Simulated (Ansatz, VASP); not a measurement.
# Two plane-wave programs on CaSe

```xyz
2
Lattice="0.0000 2.9675 2.9675 2.9082 0.0000 2.9675 2.9082 2.9675 0.0000" Properties=species:S:1:pos:R:3 pbc="T T T"
Ca    0.0000    0.0000    0.0000
Se    2.9082    2.9675    2.9675
```

Change from the starting cell: uniaxial_x strain -2.0%.

Alike in both runs: task single point; functional PBE; k mesh 8 × 8 × 8; occupations fermi-dirac, width 0.02 eV; no spin polarisation.

|  | VASP | Ansatz |
| --- | --- | --- |
| version | VASP 6.6.1 | Ansatz 0.2.0 |
| potentials or method | VASP PAW PBE potentials, release 64 (Ca_sv, Se) | plane waves, PAW |
| plane-wave cutoff (eV) | 520 | 420 |
| valence electrons in the cell | 16 | 26 |

Ansatz gave:

- gap on the k mesh at the Fermi level (eV): 1.99
- pressure (GPa): 1.7
- largest component of the traceless stress (GPa): 1.39

Q: Estimate VASP's values.

A: gap on the k mesh at the Fermi level (eV): 1.98; pressure (GPa): 1.9; largest component of the traceless stress (GPa): 1.41.

The two sets of potentials don't hold the same shells in valence.

A k mesh can miss the band edges.
